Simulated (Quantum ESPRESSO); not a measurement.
# Au (Fm-3m) in Quantum ESPRESSO: reference runs

Aim: a first look at Au with PBEsol, on the cell as given and on a disturbed one.

Program: Quantum ESPRESSO 7.5. These are calculated values, not measurements. Logs are shortened: lines on timing, memory, paths and dates and some standing lists are left out, and cuts for length are marked.

### 1 Starting point

It takes space group Fm-3m (No. 225, cubic). Conventional cell: a = 4.070 Å, b = 4.070 Å, c = 4.070 Å, α = 90.00°, β = 90.00°, γ = 90.00°. Au (site symmetry m-3m) is surrounded by 12 Au at 2.88 Å.

### 2 Single point, PBEsol

pw.in

```
&CONTROL
  calculation = 'scf'
  prefix = 'pwscf'
  outdir = './tmp'
  pseudo_dir = './pseudo'
  tprnfor = .true.
  tstress = .true.
  disk_io = 'low'
/
&SYSTEM
  ibrav = 0
  nat = 1
  ntyp = 1
  ecutwfc = 45
  ecutrho = 360
  nbnd = 11
  occupations = 'smearing'
  smearing = 'fd'
  degauss = 0.00367493
/
&ELECTRONS
  conv_thr = 2d-10
  electron_maxstep = 120
  mixing_beta = 0.5
/
ATOMIC_SPECIES
Au   196.9666 au_pbesol_v1.uspp.F.UPF
CELL_PARAMETERS angstrom
   0.0000000000    2.0350000000    2.0350000000
   2.0350000000    0.0000000000    2.0350000000
   2.0350000000    2.0350000000    0.0000000000
ATOMIC_POSITIONS crystal
Au     0.0000000000    0.0000000000    0.0000000000
K_POINTS automatic
11 11 11 0 0 0
```

pp_density.in

```
&INPUTPP
  prefix = 'pwscf'
  outdir = './tmp'
  filplot = 'density.dat'
  plot_num = 0
/
&PLOT
  nfile = 1
  filepp(1) = 'density.dat'
  iflag = 3
  output_format = 6
  fileout = 'density.cube'
/
```

pp_potential.in

```
&INPUTPP
  prefix = 'pwscf'
  outdir = './tmp'
  filplot = 'potential.dat'
  plot_num = 11
/
&PLOT
  nfile = 1
  filepp(1) = 'potential.dat'
  iflag = 3
  output_format = 6
  fileout = 'potential.cube'
/
```

Potentials or basis: GBRV 1.5 PBEsol.

Launch:

```sh
$ OMP_NUM_THREADS=1 mpirun -n 2 pw.x -nk 2 -in pw.in > pw.out
$ OMP_NUM_THREADS=1 mpirun -n 1 pp.x -in pp_density.in > pp_density.out
$ OMP_NUM_THREADS=1 mpirun -n 1 pp.x -in pp_potential.in > pp_potential.out
```

pw.out:

```text
This program is part of the open-source Quantum ESPRESSO suite
     for quantum simulation of materials; please cite
[... 13 lines left out ...]
     --------------------
     sticks:   dense  smooth     PW     G-vecs:    dense   smooth      PW
     Sum         745     367    121                13323     4645     893

     Using Slab Decomposition

     bravais-lattice index     =            0
     lattice parameter (alat)  =       5.4385  a.u.
     unit-cell volume          =     113.7417 (a.u.)^3
     number of atoms/cell      =            1
     number of atomic types    =            1
     number of electrons       =        11.00
     number of Kohn-Sham states=           11
     kinetic-energy cutoff     =      45.0000  Ry
     charge density cutoff     =     360.0000  Ry
     scf convergence threshold =      2.0E-10
     mixing beta               =       0.5000
     number of iterations used =            8  plain     mixing
     Exchange-correlation= SLA  PW   PSX  PSC
                           (   1   4  10   8   0   0   0)

     celldm(1)=   5.438489  celldm(2)=   0.000000  celldm(3)=   0.000000
     celldm(4)=   0.000000  celldm(5)=   0.000000  celldm(6)=   0.000000

     crystal axes: (cart. coord. in units of alat)
               a(1) = (   0.000000   0.707107   0.707107 )
               a(2) = (   0.707107   0.000000   0.707107 )
               a(3) = (   0.707107   0.707107   0.000000 )

     reciprocal axes: (cart. coord. in units 2 pi/alat)
               b(1) = ( -0.707107  0.707107  0.707107 )
               b(2) = (  0.707107 -0.707107  0.707107 )
               b(3) = (  0.707107  0.707107 -0.707107 )

     PseudoPot. # 1 for Au read from file:
     au_pbesol_v1.uspp.F.UPF
     Pseudo is Ultrasoft + core correction, Zval = 11.0
     Generated by new atomic code, or converted to UPF format
     Using radial grid of  985 points,  7 beta functions with:
                l(1) =   0
                l(2) =   0
                l(3) =   1
                l(4) =   1
                l(5) =   2
                l(6) =   2
                l(7) =   3
     Q(r) pseudized with  6 coefficients,  rinner =    1.900   1.900   1.900
                                                       1.900   1.900   1.900
                                                       1.900

     atomic species   valence    mass     pseudopotential
     Au               11.00   196.96660     Au( 1.00)

     48 Sym. Ops., with inversion, found

   Cartesian axes

     site n.     atom                  positions (alat units)
         1        Au     tau(   1) = (   0.0000000   0.0000000   0.0000000  )

     number of k points=    56  Fermi-Dirac smearing, width (Ry)=  0.0037
                       cart. coord. in units 2pi/alat
        k(    1) = (   0.0000000   0.0000000   0.0000000), wk =   0.0015026
        k(    2) = (   0.0642824   0.0642824  -0.0642824), wk =   0.0120210
        k(    3) = (   0.1285649   0.1285649  -0.1285649), wk =   0.0120210
        k(    4) = (   0.1928473   0.1928473  -0.1928473), wk =   0.0120210
        k(    5) = (   0.2571297   0.2571297  -0.2571297), wk =   0.0120210
        k(    6) = (   0.3214122   0.3214122  -0.3214122), wk =   0.0120210
[... 48 lines left out ...]
        k(   55) = (  -0.0642824  -0.4499770   0.7071068), wk =   0.0360631
        k(   56) = (   0.0000000  -0.3856946   0.6428243), wk =   0.0360631

     Dense  grid:    13323 G-vectors     FFT dimensions: (  36,  36,  36)

     Smooth grid:     4645 G-vectors     FFT dimensions: (  24,  24,  24)

     Initial potential from superposition of free atoms

     starting charge      10.9999, renormalised to      11.0000
     Starting wfcs are    9 randomized atomic wfcs +    2 random wfcs

     Self-consistent Calculation

     iteration #  1     ecut=    45.00 Ry     beta= 0.50
     Davidson diagonalization with overlap
     ethr =  1.00E-02,  avg # of iterations =  5.2

     Threshold (ethr) on eigenvalues was too large:
     Diagonalizing with lowered threshold

     Davidson diagonalization with overlap
     ethr =  6.79E-04,  avg # of iterations =  1.1

     total energy              =    -114.73131386 Ry
     estimated scf accuracy    <       0.07367304 Ry

     iteration #  2     ecut=    45.00 Ry     beta= 0.50
     Davidson diagonalization with overlap
     ethr =  6.70E-04,  avg # of iterations =  2.4

     total energy              =    -114.75005608 Ry
     estimated scf accuracy    <       0.00503781 Ry

     iteration #  3     ecut=    45.00 Ry     beta= 0.50
     Davidson diagonalization with overlap
     ethr =  4.58E-05,  avg # of iterations =  5.3

     total energy              =    -114.75091684 Ry
     estimated scf accuracy    <       0.00034746 Ry

     iteration #  4     ecut=    45.00 Ry     beta= 0.50
     Davidson diagonalization with overlap
     c_bands:  1 eigenvalues not converged
     ethr =  3.16E-06,  avg # of iterations =  6.9

     total energy              =    -114.75094122 Ry
     estimated scf accuracy    <       0.00001643 Ry

     iteration #  5     ecut=    45.00 Ry     beta= 0.50
     Davidson diagonalization with overlap
     ethr =  1.49E-07,  avg # of iterations =  2.2

     total energy              =    -114.75094565 Ry
     estimated scf accuracy    <       0.00000013 Ry

     iteration #  6     ecut=    45.00 Ry     beta= 0.50
     Davidson diagonalization with overlap
     ethr =  1.15E-09,  avg # of iterations =  3.3

     total energy              =    -114.75094574 Ry
     estimated scf accuracy    <          4.7E-09 Ry

     iteration #  7     ecut=    45.00 Ry     beta= 0.50
     Davidson diagonalization with overlap
     ethr =  4.31E-11,  avg # of iterations =  2.8

     End of self-consistent calculation

          k = 0.0000 0.0000 0.0000 (   561 PWs)   bands (ev):

     5.6436  10.9337  10.9337  10.9337  12.4862  12.4862  30.2205  34.2978
    34.2978  34.2978  36.4203

          k = 0.0643 0.0643-0.0643 (   573 PWs)   bands (ev):

     5.9320  10.8407  11.0304  11.0304  12.4446  12.4446  30.5471  32.6468
    34.6355  34.6355  36.4217

          k = 0.1286 0.1286-0.1286 (   573 PWs)   bands (ev):

     6.7245  10.6869  11.2052  11.2052  12.4470  12.4470  29.4186  31.4035
    35.4115  35.4116  36.4681

          k = 0.1928 0.1928-0.1928 (   577 PWs)   bands (ev):

     7.6825  10.9113  11.1921  11.1921  12.7622  12.7622  25.9847  31.1516
    35.4471  35.4473  36.3871

          k = 0.2571 0.2571-0.2571 (   595 PWs)   bands (ev):

     8.1707  11.0314  11.0314  12.1806  13.2819  13.2819  22.4077  30.2796
    34.0756  34.0757  36.4556

          k = 0.3214 0.3214-0.3214 (   577 PWs)   bands (ev):

     8.2410  10.9109  10.9109  13.6604  13.6604  14.1192  19.3995  29.7175
    33.0178  33.0178  36.4199

          k = 0.1286 0.0000-0.0000 (   569 PWs)   bands (ev):

     6.0292  10.7331  11.1093  11.1093  12.2728  12.5723  30.6997  33.2430
    33.9983  33.9983  36.4086

          k = 0.1928 0.0643-0.0643 (   571 PWs)   bands (ev):

     6.6628  10.5266  11.2994  11.3153  12.1260  12.6649  30.6121  31.5332
    33.7476  34.8946  36.3499

          k = 0.2571 0.1286-0.1286 (   577 PWs)   bands (ev):

     7.6225  10.4761  11.2350  11.3959  12.4665  12.9369  27.3336  31.5639
    33.3766  35.4372  36.3116

          k = 0.3214 0.1928-0.1928 (   585 PWs)   bands (ev):
[... 39 lines left out ...]
          k = 0.3214 0.0643-0.0643 (   576 PWs)   bands (ev):

     7.9112   9.9924  11.3467  11.8593  12.3502  13.0448  28.9646  31.4162
    32.1141  33.3863  35.3191

          k = 0.3857 0.1286-0.1286 (   579 PWs)   bands (ev):

     8.6786  10.1042  10.9834  11.8227  13.4642  13.5373  25.2093  30.6659
    30.9332  32.8678  36.3702

          k = 0.4500 0.1928-0.1928 (   581 PWs)   bands (ev):

     8.9099  10.4792  11.0896  11.6604  13.7592  15.3169  21.6182  29.5554
    30.4587  32.1095  36.4140

          k =-0.1928-0.4500 0.4500 (   578 PWs)   bands (ev):

     8.9695  10.4407  11.5309  11.6543  13.6594  17.4674  18.8160  28.4304
    31.1236  31.5503  36.4219

          k =-0.1286-0.3857 0.3857 (   582 PWs)   bands (ev):

     9.0498  10.5287  11.4980  11.5107  13.1647  16.1381  20.8686  27.8316
    31.5385  32.7413  36.4212

          k =-0.0643-0.3214 0.3214 (   583 PWs)   bands (ev):

     8.9848  10.5387  10.9102  11.6241  12.4794  14.7439  24.1406  27.9628
    32.1764  35.0433  36.3928

          k = 0.0000-0.2571 0.2571 (   580 PWs)   bands (ev):

     8.2417  10.3049  11.1301  11.8231  11.8638  13.7064  27.0787  29.0476
    33.4605  35.0276  36.3088

          k = 0.3857 0.0000-0.0000 (   576 PWs)   bands (ev):

     8.3646   9.6347  11.7175  12.4015  12.4015  13.1338  29.8348  29.8348
    31.0539  32.2790  33.4704

          k = 0.4500 0.0643-0.0643 (   581 PWs)   bands (ev):

     8.7996   9.4605  11.7056  12.5730  13.4769  13.5241  26.6694  28.7789
    29.1400  32.9773  34.8976

          k = 0.5143 0.1286-0.1286 (   578 PWs)   bands (ev):

     9.0277   9.6593  11.5160  12.4328  13.8041  15.5314  23.0625  27.4645
    28.4835  33.0237  36.3980

          k =-0.1286-0.5143 0.5143 (   574 PWs)   bands (ev):

     9.1883  10.0301  11.3629  12.2467  13.7191  18.0769  20.0149  25.9240
    29.1556  32.6929  36.4207

          k =-0.0643-0.4500 0.4500 (   579 PWs)   bands (ev):

     9.4538  10.3157  11.0703  12.0954  13.2477  17.6868  21.0359  24.7431
    30.7438  32.3810  36.4230

          k =-0.0000-0.3857 0.3857 (   574 PWs)   bands (ev):

     9.6297  10.4993  10.6033  11.9486  12.6928  16.0782  23.5771  24.8983
    32.2314  32.9045  36.4134

          k = 0.5143 0.0000-0.0000 (   576 PWs)   bands (ev):

     8.6984   9.1376  13.2913  13.2913  13.3297  13.4478  26.3360  27.3735
    27.3735  32.4397  34.7477

          k = 0.5785 0.0643-0.0643 (   581 PWs)   bands (ev):

     8.7371   9.0778  12.9018  13.2369  13.8324  15.5285  23.6637  25.9802
    26.7952  33.3174  35.5590

          k =-0.0643-0.5785 0.5785 (   579 PWs)   bands (ev):

     8.9114   9.3628  12.3253  13.0125  13.8265  18.1262  21.1523  24.3052
    27.2853  33.6174  36.4197

          k =-0.0000-0.5143 0.5143 (   584 PWs)   bands (ev):

     9.2015   9.8937  11.5849  12.6558  13.5012  19.1505  20.8144  23.0083
    28.7390  33.1589  36.4128

          k = 0.6428-0.0000 0.0000 (   584 PWs)   bands (ev):

     8.5276   8.8609  13.6425  13.9466  13.9466  15.9408  22.3434  25.8644
    25.8644  32.8925  35.4393

          k =-0.0000-0.6428 0.6428 (   586 PWs)   bands (ev):

     8.6166   8.9398  13.4413  13.5148  13.9807  17.3985  21.2893  24.9618
    26.0458  33.5649  35.8268

          k = 0.2571 0.1286 0.0000 (   573 PWs)   bands (ev):

     7.4101  10.2863  11.3120  11.6253  12.0429  12.9680  29.4541  30.7518
    33.5895  34.2656  36.2962

          k = 0.3214 0.1928-0.0643 (   580 PWs)   bands (ev):

     8.3560  10.2574  11.0244  11.7130  12.4552  13.6498  26.3435  29.8898
    32.4184  34.7685  36.3269

          k = 0.3857 0.2571-0.1286 (   580 PWs)   bands (ev):

     8.8137  10.7147  10.9265  11.5661  13.1690  14.7179  22.7774  29.4507
    31.0296  33.9404  36.4409

          k =-0.2571-0.3857 0.5143 (   580 PWs)   bands (ev):

     8.8446  10.5302  11.3923  11.8055  13.5780  16.4231  19.5976  29.4916
    30.0875  32.7787  36.4173

          k = 0.3857 0.1286-0.0000 (   582 PWs)   bands (ev):

     8.6401   9.7687  11.1325  12.3951  12.5517  13.6292  27.5014  28.8934
    31.0925  34.3734  35.0371

          k = 0.4500 0.1928-0.0643 (   585 PWs)   bands (ev):

     9.1742   9.9043  10.8611  12.3173  13.2509  14.8662  24.2589  27.9052
    29.5337  34.2244  36.3702

          k =-0.1928-0.4500 0.5785 (   579 PWs)   bands (ev):

     9.2920  10.1974  10.9579  12.1002  13.6246  16.8278  20.9704  27.5252
    28.5430  33.6582  36.4143

          k =-0.1286-0.3857 0.5143 (   575 PWs)   bands (ev):

     9.4193  10.1853  11.1875  11.9337  13.5124  18.2331  19.4162  26.6369
    29.0988  33.5530  36.4198

          k =-0.0643-0.3214 0.4500 (   575 PWs)   bands (ev):

     9.5513  10.3247  10.6721  12.0298  13.0601  16.2209  22.4035  26.1688
    30.2454  34.3104  36.4297

          k = 0.0000-0.2571 0.3857 (   580 PWs)   bands (ev):

     9.2727  10.1184  10.6645  12.1574  12.4324  14.7896  25.1092  27.0161
    31.3954  35.7826  36.2008

          k = 0.5143 0.1286 0.0000 (   582 PWs)   bands (ev):

     8.9800   9.3244  11.8192  13.2221  13.2852  14.9436  24.9916  26.7064
    27.6808  34.2552  35.2993

          k =-0.1286-0.5143 0.6428 (   583 PWs)   bands (ev):

     9.1486   9.5349  11.5860  12.8890  13.7368  17.0487  22.3094  25.4666
    26.9312  34.6132  36.4016

          k =-0.0643-0.4500 0.5785 (   581 PWs)   bands (ev):

     9.3714   9.9439  11.2402  12.5057  13.6749  19.2698  20.2696  24.0541
    27.6180  34.4155  36.4161

          k = 0.0000-0.3857 0.5143 (   580 PWs)   bands (ev):

     9.7132  10.2478  10.6961  12.2901  13.3084  17.7725  22.8464  22.9153
    28.9745  34.3452  36.4260

          k =-0.0643-0.5785 0.7071 (   585 PWs)   bands (ev):

     8.7856   9.0743  12.7533  13.3953  13.9460  17.2542  21.9674  25.2921
    25.6859  34.4477  35.8153

          k =-0.0000-0.5143 0.6428 (   586 PWs)   bands (ev):

     9.0342   9.4004  12.0947  12.9744  13.9397  19.3051  20.5785  23.8363
    26.2151  34.9471  36.4095

          k =-0.1928-0.4500 0.7071 (   577 PWs)   bands (ev):

     9.6945   9.8680  10.5986  12.6698  13.2770  16.4714  23.4595  25.0353
    28.1584  36.0366  36.6390

          k =-0.1286-0.3857 0.6428 (   579 PWs)   bands (ev):

     9.7979  10.0329  10.6414  12.3730  13.6471  18.4361  21.1965  24.5960
    27.0264  35.7941  36.4967

          k =-0.0643-0.4500 0.7071 (   578 PWs)   bands (ev):

     9.3986   9.7085  11.2716  12.6811  13.9438  18.9978  21.6815  23.7345
    25.5586  36.3603  36.4127

          k = 0.0000-0.3857 0.6428 (   589 PWs)   bands (ev):

     9.6147  10.1515  10.7393  12.3687  13.9402  19.9108  21.5929  22.5838
    25.7648  36.3532  36.4108

     the Fermi energy is    15.6730 ev

!    total energy              =    -114.75094575 Ry
     estimated scf accuracy    <          1.9E-10 Ry
     smearing contrib. (-TS)   =      -0.00010889 Ry
     internal energy E=F+TS    =    -114.75083686 Ry

     The total energy is F=E-TS. E is the sum of the following terms:
     one-electron contribution =      11.08494639 Ry
     hartree contribution      =       8.28584914 Ry
     xc contribution           =     -61.99122760 Ry
     ewald contribution        =     -72.13040479 Ry

     convergence has been achieved in   7 iterations

     Forces acting on atoms (cartesian axes, Ry/au):

     atom    1 type  1   force =     0.00000000    0.00000000    0.00000000

     Total force =     0.000000     Total SCF correction =     0.000000

     Computing stress (Cartesian axis) and pressure

          total   stress  (Ry/bohr**3)                   (kbar)     P=       11.97
   0.00008140  -0.00000000  -0.00000000           11.97       -0.00       -0.00
  -0.00000000   0.00008140  -0.00000000           -0.00       11.97       -0.00
  -0.00000000  -0.00000000   0.00008140           -0.00       -0.00       11.97

=------------------------------------------------------------------------------=
   JOB DONE.
=------------------------------------------------------------------------------=
```

Run time: 6.6 s. Hardware: 2 MPI ranks of Arm Neoverse V2, shared host; peak memory 0.18 GiB.

Results:

```
Free energy            : -1561.2662 eV
Pressure               : 1.2 GPa
Band gap on the k mesh : none (metal or under the smearing width)
```

Levels at points of the mesh, in eV from the Fermi level:
| k point | band 3 | band 4 | band 5 | band 6 | band 7 | band 8 | band 9 | band 10 |
| --- | --- | --- | --- | --- | --- | --- | --- | --- |
| (0.00, 0.00, 0.00) | -4.74 | -4.74 | -3.19 | -3.19 | 14.55 | 18.62 | 18.62 | 18.62 |

The run has no spin-orbit coupling, so splittings on Au are missing.

### 3 Single point, PBEsol (cell strained at random at fixed volume)

Edit pw.in of step 2 so:

```diff
@@ -7,3 +7,3 @@
   tstress = .true.
-  disk_io = 'low'
+  disk_io = 'nowf'
 /
@@ -28,7 +28,7 @@
 CELL_PARAMETERS angstrom
-   0.0000000000    2.0350000000    2.0350000000
-   2.0350000000    0.0000000000    2.0350000000
-   2.0350000000    2.0350000000    0.0000000000
+   0.0595180000    2.0327840000    2.0239020000
+   2.0628430000    0.0301460000    2.0532750000
+   2.0741320000    2.0734450000    0.0188570000
 ATOMIC_POSITIONS crystal
-Au     0.0000000000    0.0000000000    0.0000000000
+Au    -0.0018960000   -0.0041750000    0.0185300000
 K_POINTS automatic
```

Potentials or basis: GBRV 1.5 PBEsol.

Launch:

```sh
$ OMP_NUM_THREADS=1 mpirun -n 2 pw.x -nk 2 -in pw.in > pw.out
```

Wall time 38 s (2 MPI ranks of Arm Neoverse V1, shared host); peak memory 0.24 GiB.

It converged, with:

* Free energy: -1561.2604 eV
* Pressure: 1.4 GPa
* Band gap on the k mesh: none (metal or under the smearing width)

Stress tensor (GPa, compression positive):
```
 1.51 -2.01 -1.47
-2.01  1.35  0.23
-1.47  0.23  1.31
```

Levels at points of the mesh, in eV from the Fermi level:
```
           k point  band 2  band 3  band 4  band 5  band 6  band 7  band 8  band 9  band 10  band 11
(0.00, 0.00, 0.00)   -4.93   -4.77   -4.52   -3.18   -3.13   14.52   17.99   18.60    19.40    20.75
```

Spin-orbit coupling is left out, which matters for the levels of Au.
